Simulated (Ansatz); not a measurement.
**CsBr (Pm-3m), elastic constants by finite strains: input and output**

The sound run that this one varies used PBEsol, all-electron LAPW in Ansatz 0.2.0, scalar-relativistic.

This run repeats it with other settings: kpoints.mp_grid.shift = [0.5, 0.5, 0.5] (was left out); scf.algorithm = direct_min (was left out).

Launched as:

```sh
ansatz run input.yaml --threads 1 --pin off --max-ram 2560MiB --backend cpu --events-out ev --progress --plain --runs-dir out
```

Input file:

```yaml
crystal:
  lattice:
    - [4.24017571952, 0.0, 0.0]
    - [0.0, 4.24017571952, 0.0]
    - [0.0, 0.0, 4.24017571952]
  atoms:
    - { symbol: Cs, position: [0.0, 0.0, 0.0] }
    - { symbol: Br, position: [0.5, 0.5, 0.5] }
kpoints:
  mp_grid: { grid: [6, 6, 6], shift: [0.5, 0.5, 0.5] }
scf:
  occupations: { method: fixed }
  algorithm: direct_min
hamiltonian:
  xc: pbesol
  pseudopotentials: { kind: all_electron, lapw: { basis_error: 0.0005 } }
elastic:
  mode: relaxed_ion
  stencil: two_point
  amplitude: 0.003
```

The sound run gave C11 = 31.3, C12 = 8.2, C44 = 8.4 GPa.

The program printed:

```
Warning: RAYON_NUM_THREADS=1 ignored (pool sized by the plan → 1); use --threads N
LAPW: plane waves up to 5.626 Å⁻¹, error target 5.0e-4 eV per atom; small_component_spin mean_spin; Br in spheres of 1.745 Å, 23 of its electrons in bands, Dirac shells []; Cs in spheres of 1.817 Å, 27 of its electrons in bands, ...
Engine: ansatz 0.2.0, x86_64-unknown-linux-gnu
Pseudopotentials: kind: all_electron
Pseudopotential: Cs, LAPW, valence charge 27, lapw/all_electron/scalar/gaussian/Cs, Koelling and Harmon's equation, gaussian nucleus
Pseudopotential: Br, LAPW, valence charge 23, lapw/all_electron/scalar/gaussian/Br, Koelling and Harmon's equation, gaussian nucleus
Functional definition: PBEsol
  exchange = pbesol_x
  correlation = pbesol_c
davidson cushion auto → on  (no smearing: the cushion is to keep the highest requested band from converging to the state above it; pin scf.eigensolver.cushion to override)
Crystal: 2 atoms, lattice volume = 76.235 Å³
Basis set: ecut = 120.57887499219628 eV, 251 PW (Γ), exchange–correlation at level 2
Bands: 30, of which v1, the nominal top of the filled ones, is band 25 counted from 1 (24 counted from 0)
Symmetry: 48 space group operations
Space group: Pm-3m (ITA 221), of the structure as read, at distance tolerance 4.2e-5 Å
k-points: 10 of 216
Non-local potential: Cs, projectors of the file, none
Non-local potential: Br, projectors of the file, none
Initial density: superposition of atomic densities (chi_scale 0.1, normalization cell, long waves kept (reshape's long-wave potential 0.00 eV rms))
Initial wavefunctions: plane waves of lowest kinetic energy (no species holds an atomic orbital)
Functional: x = pbesol(κ = 0.804, μ = 0.12345679012345678), c = pbesol(β = 0.046)
iter 1 solved again at ethr=6.69e-4 eV; its pass at ethr=1.00e-1 eV (dr2=3.34e-1 eV) is discarded
SCF iter   1: F=—  HF=-282682.862853 eV  |F-HF|=—  |Δ(HF+E_count)|=         —  Δρ=1.19e-2  dr2=3.34e-1  ethr=6.69e-4  ⟨swp⟩=2.5  Hψ=1809  notcnv=0
[... 77 lines left out ...]
--- Forces (eV/Å), atoms counted from 1 ---
  atom   1  Cs    -0.00000000     0.00000000    -0.00000000
  atom   2  Br     0.00000000    -0.00000000     0.00000000
  max |Σ_I F_I| component: 7.35e-31 eV/Å
--- Stress (GPa, compression-positive) ---
        0.022619       0.000000       0.000000
        0.000000       0.022619       0.000000
        0.000000       0.000000       0.022619
  P = ⅓ Tr σ = 0.0226 GPa (0.226 kbar)
--- Elastic constants: 2 strain directions × 2 members + reference (group order 48) ---
  dense FFT box of the reference and of every strained cell: 16×16×16
  strains applied: 11, 23; error gains: componentwise 1.00 (the most a stress slope's error grows in a printed constant), spectral 1.73 (1 for all six strains in a standard setting)
  C = ∂σ_k/∂η_j (tension-positive GPa; Voigt order 11 22 33 23 13 12):
        31.266      8.246      8.246     -0.000     -0.000     -0.000
         8.246     31.266      8.246     -0.000     -0.000     -0.000
         8.246      8.246     31.266     -0.000     -0.000     -0.000
        -0.000     -0.000     -0.000      8.425      0.000      0.000
        -0.000     -0.000      0.000     -0.000      8.425      0.000
         0.000     -0.000      0.000      0.000      0.000      8.425
  reference stress σ⁰ (GPa):     -0.023     -0.023     -0.023      0.000      0.000      0.000
  no Pulay correction (none for the plane-wave cutoff is built on LAPW): the batch's stresses and constants are at fixed plane waves
  C* (energy form; C + prestress term) asymmetry max|C*_kj − C*_jk| = 7.105e-15 GPa — a small one proves nothing (zero by symmetry where the batch's group is 432, −43m or m−3m); a large one is finite-difference/SCF noise where ...
  moduli (Voigt/Reuss/Hill, GPa): K = 15.92/15.92/15.92   G = 9.66/9.44/9.55   E = 23.87   ν = 0.250
  mechanically stable: yes (min eigenvalue of sym C = 8.42 GPa)
  where every solve meets its electron count the energy-path curvature estimates C_jj along a normal strain and C_jj − ¼(σ⁰_aa + σ⁰_bb) along a shear (ab), closely only under elastic.basis: deformed
  strain η (Voigt 11):  stress-route row diagonal C_11 = 31.27 GPa, energy-path curvature d²(F+E_count)/dδ²/Ω₀ = 31.27 GPa
         δ    σ_11 (GPa)             F (eV)   n_scf  n_hpsi   n_pw
    -3.000e-3      -0.1170     -282682.6358586       6   30221    239   relax 0 steps, max|allowed force component| 7.40e-32 eV/Å
     3.000e-3       0.0706     -282682.6359238       6   30100    239   relax 0 steps, max|allowed force component| 6.16e-33 eV/Å
  strain η (Voigt 23):  stress-route row diagonal C_44 = 8.42 GPa, energy-path curvature d²(F+E_count)/dδ²/Ω₀ = 8.44 GPa
         δ    σ_23 (GPa)             F (eV)   n_scf  n_hpsi   n_pw
    -3.000e-3      -0.0253     -282682.6359401       6   56666    239   relax 0 steps, max|allowed force component| 7.40e-32 eV/Å
     3.000e-3       0.0253     -282682.6359401       6   54826    239   relax 0 steps, max|allowed force component| 6.16e-32 eV/Å
```

Self-consistency was reached.

### Changed settings

A Kohn-Sham response run of a crystal whose listed input keys are changed from those of a sound run with the other settings (a changed key overrides); changes are against the sound run.

* Ending: converged
* Elastic 11 change: -0.06 %
* Elastic 44 change: 0.02 %
* Bulk modulus change: -0.02 %

It took 110 s on 1 thread of Intel(R) Xeon(R) Platinum 8259CL CPU @ 2.50GHz (Skylake/Cascade Lake), with other jobs on the host, peak memory 0.41 GiB.
